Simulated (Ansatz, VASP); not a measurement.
# Hg: VASP beside Ansatz

The input INCAR:

```
SYSTEM = Hg
PREC = Accurate ; ENCUT = 520
EDIFF = 1E-7 ; ISMEAR = 0
SIGMA = 0.1 ; LREAL = .FALSE.
LASPH = .TRUE. ; NELM = 80
ALGO = Normal ; ISIF = 2
LWAVE = .FALSE. ; LCHARG = .FALSE.
GGA = RE ; NBANDS = 12
```

The input KPOINTS:

```
Automatic mesh
0
G
  8 8 8
  0 0 0
```

File POSCAR:

```
Hg
1.0
    0.0000000000      2.3919113801      2.3919113801
    2.3919113801      0.0000000000      2.3919113801
    2.3919113801      2.3919113801      0.0000000000
Hg
1
Direct
    0.0000000000      0.0000000000      0.0000000000
```

Input for Ansatz:

```yaml
crystal:
  lattice:
    - [0.0, 2.3919113801, 2.3919113801]
    - [2.3919113801, 0.0, 2.3919113801]
    - [2.3919113801, 2.3919113801, 0.0]
  atoms:
    - { symbol: Hg, position: [0.0, 0.0, 0.0] }
basis:
  ecutwfc: 420
kpoints:
  mp_grid: { grid: [8, 8, 8] }
hamiltonian:
  xc: revpbe
scf:
  occupations: { method: gaussian, width: 0.1 }
  n_extra_bands: 20
  max_iter: 80
  convergence: { dr2_threshold: "1e-8 eV" }
output:
  forces: true
  stress: true
  eigenvalues: true
```

Alike in both runs: task single point; functional revPBE; k mesh 8 × 8 × 8; occupations gaussian, width 0.1 eV; no spin polarisation.

|  | VASP | Ansatz |
| --- | --- | --- |
| version | VASP 6.6.1 | Ansatz 0.2.0 |
| potentials or method | VASP PAW PBE potentials, release 64 (Hg) | scalar-relativistic, plane waves, PAW |
| plane-wave cutoff (eV) | 520 | 420 |
| valence electrons in the cell | 12 | 20 |

|  | VASP | Ansatz | Ansatz less VASP |
| --- | --- | --- | --- |
| gap on the k mesh at the Fermi level (eV) | none | none | - |
| pressure (GPa) | 3.7 | 3.5 | -0.13 |

A gap of «none» marks a metal or a gap that the smearing closes. The two sets of potentials don't hold the same shells in valence. Ansatz warned: «stress_scf_threshold_loose».

Caveats: the PAW data sets were made with another functional, which shifts forces and pressure a little (VASP). The runs have no spin-orbit coupling, so splittings on Hg are missing.
